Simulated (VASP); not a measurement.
Nb:

```xyz
1
Lattice="0.0000 2.0801 2.0801 2.0801 0.0000 2.0801 2.0801 2.0801 0.0000" Properties=species:S:1:pos:R:3 pbc="T T T"
Nb    0.0000    0.0000    0.0000
```

This isn't the form of Nb at room conditions, which is bcc.

```yaml
Program: VASP 6.6.1
Task: relaxation of cell and atoms
Functional: PBEsol
Potentials_or_basis: VASP PAW PBE potentials, release 64 (Nb_pv)
Cutoff: 580 eV
k_mesh: 18 × 18 × 18
Occupations: gaussian, width 0.1 eV
Spin: no spin polarisation
```

At the start: pressure 3.5 GPa; volume 18.00 Å³/atom.

Task: How do energy, volume and symmetry change on relaxing?

Result: Over 3 steps the energy falls by 3.7 meV/atom and the volume is 18.35 Å³/atom (+1.9 %); space group Fm-3m (No. 225, to 0.05 Å).

The path:
| step | energy change (eV) | largest force (eV/Å) | pressure (GPa) | volume (Å³) |
| --- | --- | --- | --- | --- |
| 1 | 0.0000 | 0.0000 | 3.49 | 18.00 |
| 2 | 0.0104 | 0.0000 | -6.25 | 19.04 |
| 3 | -0.0037 | 0.0000 | -0.04 | 18.35 |

Final structure:
```
Nb
1.0
     0.00000    2.09333    2.09333
     2.09333    0.00000    2.09333
     2.09333    2.09333    0.00000
Nb
1
Direct
  0.00000 0.00000 0.00000
```

Caveat: the PAW data sets were made with another functional, which shifts forces and pressure a little.
